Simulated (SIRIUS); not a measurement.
# Sn (Fd-3m) in SIRIUS: notebook, part 2 of 2

SIRIUS 7.12.0. Earlier steps stand in the parts before.

## Step 4: Equation of state, BLYP, 33.13 Å³/atom (volume scaled by 0.98)

sirius.json reads:

```json
{
  "control": {
    "processing_unit": "cpu",
    "std_evp_solver_name": "lapack",
    "gen_evp_solver_name": "lapack",
    "verbosity": 2,
    "print_forces": false,
    "ortho_rf": true,
    "use_second_variation": true,
    "rmt_max": 3.0,
    "num_bands_to_print": 24,
    "save_wf": true
  },
  "parameters": {
    "electronic_structure_method": "full_potential_lapwlo",
    "xc_functionals": ["XC_GGA_X_B88", "XC_GGA_C_LYP"],
    "core_relativity": "dirac",
    "valence_relativity": "iora",
    "num_fv_states": 29,
    "smearing": "fermi_dirac",
    "smearing_width": 0.0018374661,
    "pw_cutoff": 20,
    "gk_cutoff": 3.31,
    "lmax_apw": 10,
    "lmax_rho": 8,
    "lmax_pot": 8,
    "num_mag_dims": 0,
    "auto_rmt": 0,
    "ngridk": [7, 7, 7],
    "shiftk": [0, 0, 0],
    "num_dft_iter": 80,
    "energy_tol": 1e-07,
    "density_tol": 1e-05,
    "use_symmetry": true
  },
  "settings": {"tol_ne": 1e-10},
  "iterative_solver": {"type": "exact"},
  "mixer": {"type": "anderson", "beta": 0.5, "max_history": 8},
  "unit_cell": {
    "lattice_vectors": [[0.0, 6.0691235237, 6.0691235237], [6.0691235237, 0.0, 6.0691235237], [6.0691235237, 6.0691235237, 0.0]],
    "atom_types": ["Sn"],
    "atom_files": {"Sn": "Sn.json"},
    "atoms": {"Sn": [[0.75, 0.75, 0.75], [0.5, 0.5, 0.5]]}
  }
}
```

Sn.json reads:

```json
{
  "name": "tin",
  "symbol": "Sn",
  "number": 50,
  "mass": 118.71,
  "rmin": 1e-06,
  "rmt": 2.54,
  "nrmt": 800,
  "rinf": 17.22,
  "core": "1s2s2p3s3p3d",
  "valence": [
    {"basis": [{"enu": -0.03, "dme": 0, "n": 0, "auto": 0}, {"enu": -0.03, "dme": 1, "n": 0, "auto": 0}]},
    {"l": 0, "n": 1, "basis": [{"enu": -0.007, "dme": 0, "n": 0, "auto": 0}]},
    {"l": 1, "n": 2, "basis": [{"enu": 0.07, "dme": 0, "n": 0, "auto": 0}]},
    {"l": 2, "n": 3, "basis": [{"enu": 0.07, "dme": 0, "n": 0, "auto": 0}]},
    {"l": 3, "n": 4, "basis": [{"enu": 0.07, "dme": 0, "n": 0, "auto": 0}]}
  ],
  "lo": [
    {
      "l": 0,
      "basis": [{"enu": -0.007, "dme": 0, "n": 0, "auto": 0}, {"enu": -0.007, "dme": 1, "n": 0, "auto": 0}]
    },
    {
      "l": 0,
      "basis": [{"enu": -4.6845, "dme": 0, "n": 4, "auto": 1}, {"enu": -4.6845, "dme": 1, "n": 4, "auto": 1}]
    },
    {
      "l": 0,
      "basis": [{"enu": -4.6845, "dme": 1, "n": 4, "auto": 1}, {"enu": -0.007, "dme": 0, "n": 0, "auto": 0}]
    },
    {
      "l": 0,
      "basis": [{"enu": -0.007, "dme": 0, "n": 0, "auto": 0}, {"enu": 2.473, "dme": 0, "n": 0, "auto": 0}]
    },
    {"l": 1, "basis": [{"enu": 0.07, "dme": 0, "n": 0, "auto": 0}, {"enu": 0.07, "dme": 1, "n": 0, "auto": 0}]},
    {
      "l": 1,
      "basis": [{"enu": -3.0743, "dme": 0, "n": 4, "auto": 1}, {"enu": -3.0743, "dme": 1, "n": 4, "auto": 1}]
    },
    {
      "l": 1,
      "basis": [{"enu": -3.0743, "dme": 1, "n": 4, "auto": 1}, {"enu": 0.07, "dme": 0, "n": 0, "auto": 0}]
    },
    {"l": 1, "basis": [{"enu": 0.07, "dme": 0, "n": 0, "auto": 0}, {"enu": 2.922, "dme": 0, "n": 0, "auto": 0}]},
    {"l": 2, "basis": [{"enu": 0.07, "dme": 0, "n": 0, "auto": 0}, {"enu": 0.07, "dme": 1, "n": 0, "auto": 0}]},
    {
      "l": 2,
      "basis": [{"enu": -0.7416, "dme": 0, "n": 4, "auto": 1}, {"enu": -0.7416, "dme": 1, "n": 4, "auto": 1}]
    },
    {
      "l": 2,
      "basis": [{"enu": -0.7416, "dme": 1, "n": 4, "auto": 1}, {"enu": 0.07, "dme": 0, "n": 0, "auto": 0}]
    },
    {"l": 2, "basis": [{"enu": 0.07, "dme": 0, "n": 0, "auto": 0}, {"enu": 3.294, "dme": 0, "n": 0, "auto": 0}]},
    {"l": 3, "basis": [{"enu": 0.07, "dme": 0, "n": 0, "auto": 0}, {"enu": 0.07, "dme": 1, "n": 0, "auto": 0}]},
    {"l": 3, "basis": [{"enu": 0.07, "dme": 0, "n": 0, "auto": 0}, {"enu": 2.767, "dme": 0, "n": 0, "auto": 0}]}
  ],
  "free_atom": [... radial grid and density of the free atom, the start of the SCF ...]
}
```

sirius_start.json reads:

```json
{
  "control": {
    "processing_unit": "cpu",
    "std_evp_solver_name": "lapack",
    "gen_evp_solver_name": "lapack",
    "verbosity": 1,
    "print_forces": false,
    "ortho_rf": true,
    "use_second_variation": true,
    "rmt_max": 3.0,
    "num_bands_to_print": 24,
    "save_wf": false
  },
  "parameters": {
    "electronic_structure_method": "full_potential_lapwlo",
    "xc_functionals": ["XC_LDA_X", "XC_LDA_C_PW"],
    "core_relativity": "dirac",
    "valence_relativity": "iora",
    "num_fv_states": 29,
    "smearing": "fermi_dirac",
    "smearing_width": 0.0055123983,
    "pw_cutoff": 20,
    "gk_cutoff": 2.65,
    "lmax_apw": 10,
    "lmax_rho": 8,
    "lmax_pot": 8,
    "num_mag_dims": 0,
    "auto_rmt": 0,
    "ngridk": [3, 3, 3],
    "shiftk": [0, 0, 0],
    "num_dft_iter": 30,
    "energy_tol": 0.01,
    "density_tol": 0.05,
    "use_symmetry": true
  },
  "settings": {"tol_ne": 1e-10},
  "iterative_solver": {"type": "exact"},
  "mixer": {"type": "anderson", "beta": 0.5, "max_history": 8},
  "unit_cell": {
    "lattice_vectors": [[0.0, 6.0691235237, 6.0691235237], [6.0691235237, 0.0, 6.0691235237], [6.0691235237, 6.0691235237, 0.0]],
    "atom_types": ["Sn"],
    "atom_files": {"Sn": "Sn.json"},
    "atoms": {"Sn": [[0.75, 0.75, 0.75], [0.5, 0.5, 0.5]]}
  }
}
```

Launch:

```bash
> OMP_NUM_THREADS=1 sirius.scf --input=sirius_start.json --output=start.json
> OMP_NUM_THREADS=1 sirius.scf --input=sirius.json --output=output.json --task=1
```

Wall time 45 s (1 thread of Arm Neoverse V1, shared host); peak memory 0.47 GiB.

The run converged. Its results:

```
Free energy                                       : -336315.7029 eV
Band gap on the k mesh                            : none (metal or under the smearing width)
All electrons inside the program's atomic spheres : Sn 48.14 (radii Sn 2.54 bohr)
```

## Step 5: Equation of state, BLYP, 33.80 Å³/atom

sirius.json, as its differences from that of step 4:

```diff
@@ -39,3 +39,3 @@
   "unit_cell": {
-    "lattice_vectors": [[0.0, 6.0691235237, 6.0691235237], [6.0691235237, 0.0, 6.0691235237], [6.0691235237, 6.0691235237, 0.0]],
+    "lattice_vectors": [[0.0, 6.110132359, 6.110132359], [6.110132359, 0.0, 6.110132359], [6.110132359, 6.110132359, 0.0]],
     "atom_types": ["Sn"],
```

Sn.json reads:

```json
{
  "name": "tin",
  "symbol": "Sn",
  "number": 50,
  "mass": 118.71,
  "rmin": 1e-06,
  "rmt": 2.54,
  "nrmt": 800,
  "rinf": 17.22,
  "core": "1s2s2p3s3p3d",
  "valence": [
    {"basis": [{"enu": -0.04, "dme": 0, "n": 0, "auto": 0}, {"enu": -0.04, "dme": 1, "n": 0, "auto": 0}]},
    {"l": 0, "n": 1, "basis": [{"enu": -0.017, "dme": 0, "n": 0, "auto": 0}]},
    {"l": 1, "n": 2, "basis": [{"enu": 0.06, "dme": 0, "n": 0, "auto": 0}]},
    {"l": 2, "n": 3, "basis": [{"enu": 0.06, "dme": 0, "n": 0, "auto": 0}]},
    {"l": 3, "n": 4, "basis": [{"enu": 0.06, "dme": 0, "n": 0, "auto": 0}]}
  ],
  "lo": [
    {
      "l": 0,
      "basis": [{"enu": -0.017, "dme": 0, "n": 0, "auto": 0}, {"enu": -0.017, "dme": 1, "n": 0, "auto": 0}]
    },
    {
      "l": 0,
      "basis": [{"enu": -4.6945, "dme": 0, "n": 4, "auto": 1}, {"enu": -4.6945, "dme": 1, "n": 4, "auto": 1}]
    },
    {
      "l": 0,
      "basis": [{"enu": -4.6945, "dme": 1, "n": 4, "auto": 1}, {"enu": -0.017, "dme": 0, "n": 0, "auto": 0}]
    },
    {
      "l": 0,
      "basis": [{"enu": -0.017, "dme": 0, "n": 0, "auto": 0}, {"enu": 2.463, "dme": 0, "n": 0, "auto": 0}]
    },
    {"l": 1, "basis": [{"enu": 0.06, "dme": 0, "n": 0, "auto": 0}, {"enu": 0.06, "dme": 1, "n": 0, "auto": 0}]},
    {
      "l": 1,
      "basis": [{"enu": -3.0843, "dme": 0, "n": 4, "auto": 1}, {"enu": -3.0843, "dme": 1, "n": 4, "auto": 1}]
    },
    {
      "l": 1,
      "basis": [{"enu": -3.0843, "dme": 1, "n": 4, "auto": 1}, {"enu": 0.06, "dme": 0, "n": 0, "auto": 0}]
    },
    {"l": 1, "basis": [{"enu": 0.06, "dme": 0, "n": 0, "auto": 0}, {"enu": 2.912, "dme": 0, "n": 0, "auto": 0}]},
    {"l": 2, "basis": [{"enu": 0.06, "dme": 0, "n": 0, "auto": 0}, {"enu": 0.06, "dme": 1, "n": 0, "auto": 0}]},
    {
      "l": 2,
      "basis": [{"enu": -0.7516, "dme": 0, "n": 4, "auto": 1}, {"enu": -0.7516, "dme": 1, "n": 4, "auto": 1}]
    },
    {
      "l": 2,
      "basis": [{"enu": -0.7516, "dme": 1, "n": 4, "auto": 1}, {"enu": 0.06, "dme": 0, "n": 0, "auto": 0}]
    },
    {"l": 2, "basis": [{"enu": 0.06, "dme": 0, "n": 0, "auto": 0}, {"enu": 3.284, "dme": 0, "n": 0, "auto": 0}]},
    {"l": 3, "basis": [{"enu": 0.06, "dme": 0, "n": 0, "auto": 0}, {"enu": 0.06, "dme": 1, "n": 0, "auto": 0}]},
    {"l": 3, "basis": [{"enu": 0.06, "dme": 0, "n": 0, "auto": 0}, {"enu": 2.757, "dme": 0, "n": 0, "auto": 0}]}
  ],
  "free_atom": [... radial grid and density of the free atom, the start of the SCF ...]
}
```

sirius_start.json, as its differences from that of step 4:

```diff
@@ -39,3 +39,3 @@
   "unit_cell": {
-    "lattice_vectors": [[0.0, 6.0691235237, 6.0691235237], [6.0691235237, 0.0, 6.0691235237], [6.0691235237, 6.0691235237, 0.0]],
+    "lattice_vectors": [[0.0, 6.110132359, 6.110132359], [6.110132359, 0.0, 6.110132359], [6.110132359, 6.110132359, 0.0]],
     "atom_types": ["Sn"],
```

Launch:

```bash
> OMP_NUM_THREADS=1 sirius.scf --input=sirius_start.json --output=start.json
> OMP_NUM_THREADS=1 sirius.scf --input=sirius.json --output=output.json --task=1
```

It took 45 s on 1 thread of Arm Neoverse V1, shared host; peak memory 0.47 GiB.

It converged, with:

```
Free energy                                       : -336315.7621 eV
Band gap on the k mesh                            : none (metal or under the smearing width)
All electrons inside the program's atomic spheres : Sn 48.12 (radii Sn 2.54 bohr)
```

## Step 6: Equation of state, BLYP, 34.48 Å³/atom (volume scaled by 1.02)

sirius.json, as its differences from that of step 5:

```diff
@@ -39,3 +39,3 @@
   "unit_cell": {
-    "lattice_vectors": [[0.0, 6.110132359, 6.110132359], [6.110132359, 0.0, 6.110132359], [6.110132359, 6.110132359, 0.0]],
+    "lattice_vectors": [[0.0, 6.1505979911, 6.1505979911], [6.1505979911, 0.0, 6.1505979911], [6.1505979911, 6.1505979911, 0.0]],
     "atom_types": ["Sn"],
```

Sn.json is that of step 5.

sirius_start.json, as its differences from that of step 5:

```diff
@@ -39,3 +39,3 @@
   "unit_cell": {
-    "lattice_vectors": [[0.0, 6.110132359, 6.110132359], [6.110132359, 0.0, 6.110132359], [6.110132359, 6.110132359, 0.0]],
+    "lattice_vectors": [[0.0, 6.1505979911, 6.1505979911], [6.1505979911, 0.0, 6.1505979911], [6.1505979911, 6.1505979911, 0.0]],
     "atom_types": ["Sn"],
```

Potentials or basis: all-electron FP-LAPW, apw+lo standard.

Launch:

```bash
> OMP_NUM_THREADS=1 sirius.scf --input=sirius_start.json --output=start.json
> OMP_NUM_THREADS=1 sirius.scf --input=sirius.json --output=output.json --task=1
```

Wall time 45 s (1 thread of Arm Neoverse V1, shared host); peak memory 0.47 GiB.

It converged, with:

```yaml
Free_energy: -336315.8116 eV
Band_gap_on_the_k_mesh: none (metal or under the smearing width)
All_electrons_inside_the_program's_atomic_spheres: Sn 48.10 (radii Sn 2.54 bohr)
```

## Step 7: Equation of state, BLYP, 35.16 Å³/atom (volume scaled by 1.04)

sirius.json, as its differences from that of step 6:

```diff
@@ -39,3 +39,3 @@
   "unit_cell": {
-    "lattice_vectors": [[0.0, 6.1505979911, 6.1505979911], [6.1505979911, 0.0, 6.1505979911], [6.1505979911, 6.1505979911, 0.0]],
+    "lattice_vectors": [[0.0, 6.1905380581, 6.1905380581], [6.1905380581, 0.0, 6.1905380581], [6.1905380581, 6.1905380581, 0.0]],
     "atom_types": ["Sn"],
```

Sn.json reads:

```json
{
  "name": "tin",
  "symbol": "Sn",
  "number": 50,
  "mass": 118.71,
  "rmin": 1e-06,
  "rmt": 2.54,
  "nrmt": 800,
  "rinf": 17.22,
  "core": "1s2s2p3s3p3d",
  "valence": [
    {"basis": [{"enu": -0.05, "dme": 0, "n": 0, "auto": 0}, {"enu": -0.05, "dme": 1, "n": 0, "auto": 0}]},
    {"l": 0, "n": 1, "basis": [{"enu": -0.027, "dme": 0, "n": 0, "auto": 0}]},
    {"l": 1, "n": 2, "basis": [{"enu": 0.05, "dme": 0, "n": 0, "auto": 0}]},
    {"l": 2, "n": 3, "basis": [{"enu": 0.05, "dme": 0, "n": 0, "auto": 0}]},
    {"l": 3, "n": 4, "basis": [{"enu": 0.05, "dme": 0, "n": 0, "auto": 0}]}
  ],
  "lo": [
    {
      "l": 0,
      "basis": [{"enu": -0.027, "dme": 0, "n": 0, "auto": 0}, {"enu": -0.027, "dme": 1, "n": 0, "auto": 0}]
    },
    {
      "l": 0,
      "basis": [{"enu": -4.7045, "dme": 0, "n": 4, "auto": 1}, {"enu": -4.7045, "dme": 1, "n": 4, "auto": 1}]
    },
    {
      "l": 0,
      "basis": [{"enu": -4.7045, "dme": 1, "n": 4, "auto": 1}, {"enu": -0.027, "dme": 0, "n": 0, "auto": 0}]
    },
    {
      "l": 0,
      "basis": [{"enu": -0.027, "dme": 0, "n": 0, "auto": 0}, {"enu": 2.453, "dme": 0, "n": 0, "auto": 0}]
    },
    {"l": 1, "basis": [{"enu": 0.05, "dme": 0, "n": 0, "auto": 0}, {"enu": 0.05, "dme": 1, "n": 0, "auto": 0}]},
    {
      "l": 1,
      "basis": [{"enu": -3.0943, "dme": 0, "n": 4, "auto": 1}, {"enu": -3.0943, "dme": 1, "n": 4, "auto": 1}]
    },
    {
      "l": 1,
      "basis": [{"enu": -3.0943, "dme": 1, "n": 4, "auto": 1}, {"enu": 0.05, "dme": 0, "n": 0, "auto": 0}]
    },
    {"l": 1, "basis": [{"enu": 0.05, "dme": 0, "n": 0, "auto": 0}, {"enu": 2.902, "dme": 0, "n": 0, "auto": 0}]},
    {"l": 2, "basis": [{"enu": 0.05, "dme": 0, "n": 0, "auto": 0}, {"enu": 0.05, "dme": 1, "n": 0, "auto": 0}]},
    {
      "l": 2,
      "basis": [{"enu": -0.7616, "dme": 0, "n": 4, "auto": 1}, {"enu": -0.7616, "dme": 1, "n": 4, "auto": 1}]
    },
    {
      "l": 2,
      "basis": [{"enu": -0.7616, "dme": 1, "n": 4, "auto": 1}, {"enu": 0.05, "dme": 0, "n": 0, "auto": 0}]
    },
    {"l": 2, "basis": [{"enu": 0.05, "dme": 0, "n": 0, "auto": 0}, {"enu": 3.274, "dme": 0, "n": 0, "auto": 0}]},
    {"l": 3, "basis": [{"enu": 0.05, "dme": 0, "n": 0, "auto": 0}, {"enu": 0.05, "dme": 1, "n": 0, "auto": 0}]},
    {"l": 3, "basis": [{"enu": 0.05, "dme": 0, "n": 0, "auto": 0}, {"enu": 2.747, "dme": 0, "n": 0, "auto": 0}]}
  ],
  "free_atom": [... radial grid and density of the free atom, the start of the SCF ...]
}
```

sirius_start.json, as its differences from that of step 6:

```diff
@@ -39,3 +39,3 @@
   "unit_cell": {
-    "lattice_vectors": [[0.0, 6.1505979911, 6.1505979911], [6.1505979911, 0.0, 6.1505979911], [6.1505979911, 6.1505979911, 0.0]],
+    "lattice_vectors": [[0.0, 6.1905380581, 6.1905380581], [6.1905380581, 0.0, 6.1905380581], [6.1905380581, 6.1905380581, 0.0]],
     "atom_types": ["Sn"],
```

Launch:

```bash
> OMP_NUM_THREADS=1 sirius.scf --input=sirius_start.json --output=start.json
> OMP_NUM_THREADS=1 sirius.scf --input=sirius.json --output=output.json --task=1
```

It took 47 s on 1 thread of Arm Neoverse V1, shared host; peak memory 0.48 GiB.

It converged, with:

| Property | Result |
| --- | --- |
| Free energy | -336315.8527 eV |
| Band gap on the k mesh | none (metal or under the smearing width) |
| All electrons inside the program's atomic spheres | Sn 48.09 (radii Sn 2.54 bohr) |

## Step 8: Equation of state, BLYP, 35.83 Å³/atom (volume scaled by 1.06)

sirius.json, as its differences from that of step 7:

```diff
@@ -39,3 +39,3 @@
   "unit_cell": {
-    "lattice_vectors": [[0.0, 6.1905380581, 6.1905380581], [6.1905380581, 0.0, 6.1905380581], [6.1905380581, 6.1905380581, 0.0]],
+    "lattice_vectors": [[0.0, 6.2299693, 6.2299693], [6.2299693, 0.0, 6.2299693], [6.2299693, 6.2299693, 0.0]],
     "atom_types": ["Sn"],
```

Sn.json reads:

```json
{
  "name": "tin",
  "symbol": "Sn",
  "number": 50,
  "mass": 118.71,
  "rmin": 1e-06,
  "rmt": 2.54,
  "nrmt": 800,
  "rinf": 17.22,
  "core": "1s2s2p3s3p3d",
  "valence": [
    {"basis": [{"enu": -0.06, "dme": 0, "n": 0, "auto": 0}, {"enu": -0.06, "dme": 1, "n": 0, "auto": 0}]},
    {"l": 0, "n": 1, "basis": [{"enu": -0.037, "dme": 0, "n": 0, "auto": 0}]},
    {"l": 1, "n": 2, "basis": [{"enu": 0.04, "dme": 0, "n": 0, "auto": 0}]},
    {"l": 2, "n": 3, "basis": [{"enu": 0.04, "dme": 0, "n": 0, "auto": 0}]},
    {"l": 3, "n": 4, "basis": [{"enu": 0.04, "dme": 0, "n": 0, "auto": 0}]}
  ],
  "lo": [
    {
      "l": 0,
      "basis": [{"enu": -0.037, "dme": 0, "n": 0, "auto": 0}, {"enu": -0.037, "dme": 1, "n": 0, "auto": 0}]
    },
    {
      "l": 0,
      "basis": [{"enu": -4.7145, "dme": 0, "n": 4, "auto": 1}, {"enu": -4.7145, "dme": 1, "n": 4, "auto": 1}]
    },
    {
      "l": 0,
      "basis": [{"enu": -4.7145, "dme": 1, "n": 4, "auto": 1}, {"enu": -0.037, "dme": 0, "n": 0, "auto": 0}]
    },
    {
      "l": 0,
      "basis": [{"enu": -0.037, "dme": 0, "n": 0, "auto": 0}, {"enu": 2.443, "dme": 0, "n": 0, "auto": 0}]
    },
    {"l": 1, "basis": [{"enu": 0.04, "dme": 0, "n": 0, "auto": 0}, {"enu": 0.04, "dme": 1, "n": 0, "auto": 0}]},
    {
      "l": 1,
      "basis": [{"enu": -3.1043, "dme": 0, "n": 4, "auto": 1}, {"enu": -3.1043, "dme": 1, "n": 4, "auto": 1}]
    },
    {
      "l": 1,
      "basis": [{"enu": -3.1043, "dme": 1, "n": 4, "auto": 1}, {"enu": 0.04, "dme": 0, "n": 0, "auto": 0}]
    },
    {"l": 1, "basis": [{"enu": 0.04, "dme": 0, "n": 0, "auto": 0}, {"enu": 2.892, "dme": 0, "n": 0, "auto": 0}]},
    {"l": 2, "basis": [{"enu": 0.04, "dme": 0, "n": 0, "auto": 0}, {"enu": 0.04, "dme": 1, "n": 0, "auto": 0}]},
    {
      "l": 2,
      "basis": [{"enu": -0.7716, "dme": 0, "n": 4, "auto": 1}, {"enu": -0.7716, "dme": 1, "n": 4, "auto": 1}]
    },
    {
      "l": 2,
      "basis": [{"enu": -0.7716, "dme": 1, "n": 4, "auto": 1}, {"enu": 0.04, "dme": 0, "n": 0, "auto": 0}]
    },
    {"l": 2, "basis": [{"enu": 0.04, "dme": 0, "n": 0, "auto": 0}, {"enu": 3.264, "dme": 0, "n": 0, "auto": 0}]},
    {"l": 3, "basis": [{"enu": 0.04, "dme": 0, "n": 0, "auto": 0}, {"enu": 0.04, "dme": 1, "n": 0, "auto": 0}]},
    {"l": 3, "basis": [{"enu": 0.04, "dme": 0, "n": 0, "auto": 0}, {"enu": 2.737, "dme": 0, "n": 0, "auto": 0}]}
  ],
  "free_atom": [... radial grid and density of the free atom, the start of the SCF ...]
}
```

sirius_start.json, as its differences from that of step 7:

```diff
@@ -39,3 +39,3 @@
   "unit_cell": {
-    "lattice_vectors": [[0.0, 6.1905380581, 6.1905380581], [6.1905380581, 0.0, 6.1905380581], [6.1905380581, 6.1905380581, 0.0]],
+    "lattice_vectors": [[0.0, 6.2299693, 6.2299693], [6.2299693, 0.0, 6.2299693], [6.2299693, 6.2299693, 0.0]],
     "atom_types": ["Sn"],
```

Launch:

```bash
> OMP_NUM_THREADS=1 sirius.scf --input=sirius_start.json --output=start.json
> OMP_NUM_THREADS=1 sirius.scf --input=sirius.json --output=output.json --task=1
```

It took 49 s on 1 thread of Arm Neoverse V1, shared host; peak memory 0.48 GiB.

Results (log left out):

```yaml
Free_energy: -336315.8855 eV
Band_gap_on_the_k_mesh: none (metal or under the smearing width)
All_electrons_inside_the_program's_atomic_spheres: Sn 48.07 (radii Sn 2.54 bohr)
```

## Step 9: Equation of state, BLYP

Potentials or basis: all-electron FP-LAPW, apw+lo standard.

This step only gathers the single runs of the series.

Results:

```yaml
Equilibrium_volume: outside the volumes run
```

Energy against volume, from the lowest point:
```tsv
volume (Å³/atom)	energy (meV/atom)
31.775	167.27
32.451	125.86
33.127	91.26
33.803	61.69
34.479	36.94
35.155	16.41
35.831	0.00
```

Caveat: the minimum lies outside the volumes run.
